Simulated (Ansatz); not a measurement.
## AlRu: zone-centre modes under pressure

AlRu, Pm-3m, a = 2.978 Å. The structure is a COD entry; whether it is the stable form wasn't checked. Ansatz: PBEsol, PAW, 420 eV, Γ-centred 14×14×14 mesh on 2 atoms, Fermi-Dirac smearing 0.15 eV; no spin polarisation. Cell and atoms are relaxed at each pressure with the symmetry kept; optical modes at Γ by linear response, in cm⁻¹, the highest.

| P (GPa) | V (Å³/atom) | ω1 |
| --- | --- | --- |
| 0 | 13.209 | 319.6 |
| 5 | 12.922 | 333.4 |
| 11 | 12.618 | 348.5 |
| 22 | 12.143 | ? |

**Question.** Get the mode's Grüneisen parameter γ = −d ln ω/d ln V from the other rows and predict the missing frequency.

**Answer.** ln(V/V0) = 0.0000, -0.0220, -0.0458, -0.0841; a line through ln(ω/ω0) of the 3 known rows gives ω1: γ = 1.890 (intercept 0.0002), predicted 374.7, computed 373.2. The miss is 0.4 %, or 3 % of the shift under pressure, so a constant γ serves at that level. In a metal these frequencies hang on the mesh and smearing.

Cost: 4 runs of about 1.6 core-minutes in all, on Intel Xeon Platinum 8259CL (Skylake/Cascade Lake) (shared hosts).